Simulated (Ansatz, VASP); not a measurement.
# ZrB2 in VASP and in Ansatz

The input INCAR:

```
ALGO     = Normal         # electronic algorithm
EDIFF    = 1E-6           # SCF threshold, eV
ENCUT    = 520            # plane-wave cutoff, eV
GGA_COMPAT= F            
ISIF     = 2              # what is computed and relaxed
ISMEAR   = -1             # smearing method
LASPH    = T              # aspherical terms in the spheres
LCHARG   = F              # write CHGCAR
LMAXMIX  = 4              # l up to which the mixer works
LNONCOLLINEAR= T              # non-collinear magnetism
LORBIT   = 11             # projections on sites
LORBMOM  = T            
LREAL    = F              # projectors in reciprocal space
LSORBIT  = T              # spin-orbit coupling
LWAVE    = F              # write WAVECAR
MAGMOM   = 0 0 0 0 0 0 0 0 0 # initial moments
NBANDS   = 31             # bands
NELM     = 150            # most SCF steps
PREC     = Accurate       # precision mode
SIGMA    = 0.05           # smearing width, eV
```

Contents of KPOINTS:

```
k-points
0
Gamma
  7 7 6
```

The input POSCAR:

```
ZrB2
1.0
    3.1700000000      0.0000000000      0.0000000000
   -1.5850000000      2.7453005300      0.0000000000
    0.0000000000      0.0000000000      3.5330000000
Zr B
1 2
Direct
    0.0000000000      0.0000000000      0.0000000000
    0.6666666667      0.3333333333      0.5000000000
    0.3333333333      0.6666666667      0.5000000000
```

input.yaml

```yaml
crystal:
  lattice:
    - [3.17, 0.0, 0.0]
    - [-1.585, 2.74530053, 0.0]
    - [0.0, 0.0, 3.533]
  atoms:
    - { symbol: Zr, position: [0.0, 0.0, 0.0] }
    - { symbol: B, position: [0.6666666667, 0.3333333333, 0.5] }
    - { symbol: B, position: [0.3333333333, 0.6666666667, 0.5] }
hamiltonian:
  xc: lda
  pseudopotentials: { kind: paw_fr }
magnetization:
  noncollinear: true
  spin_orbit: true
kpoints:
  mp_grid: { grid: [7, 7, 6] }
  band_path:
    path:
      - [[0.0, 0.0, 0.0], [0.5, 0.0, 0.0], [0.3333333333, 0.3333333333, 0.0], [0.0, 0.0, 0.0], [0.0, 0.0, 0.5], [0.5, 0.0, 0.5], [0.3333333333, 0.3333333333, 0.5], [0.0, 0.0, 0.5]]
      - [[0.5, 0.0, 0.5], [0.5, 0.0, 0.0]]
      - [[0.3333333333, 0.3333333333, 0.0], [0.3333333333, 0.3333333333, 0.5]]
    npoints: 14
scf:
  occupations: { method: fermi_dirac, width: 0.05 }
  n_extra_bands: 7
output:
  forces: true
  stress: true
  eigenvalues: true
  fatbands: true
  write_density: true
  write_potential: true
  elf: true
  volumetric_format: npy
```

Alike in both runs: functional LDA; k mesh 7 × 7 × 6; occupations fermi-dirac, width 0.05 eV; non-collinear spin, spin-orbit coupling.

|  | VASP | Ansatz |
| --- | --- | --- |
| version | VASP 6.6.1 | Ansatz 0.2.0 |
| potentials or method | VASP PAW LDA potentials, release 64 (Zr_sv, B) | Ansatz PAW |
| plane-wave cutoff (eV) | 520 | 420 |
| valence electrons in the cell | 18 | 18 |
| task | single point | band structure |

```csv
,VASP,Ansatz,Ansatz less VASP
gap on the k mesh at the Fermi level (eV),none,none,-
pressure (GPa),-8.3,-8.8,-0.44
largest component of the traceless stress (GPa),0.06,0.01,-0.052
net moment per atom (μB),0.00,0.00,0.000
```

A gap of «none» marks a metal or a gap that the smearing closes.

Caveats: the PAW data sets come from PBE, with cores solved anew for the run's functional, which leaves a small shift of forces and pressure (Ansatz).
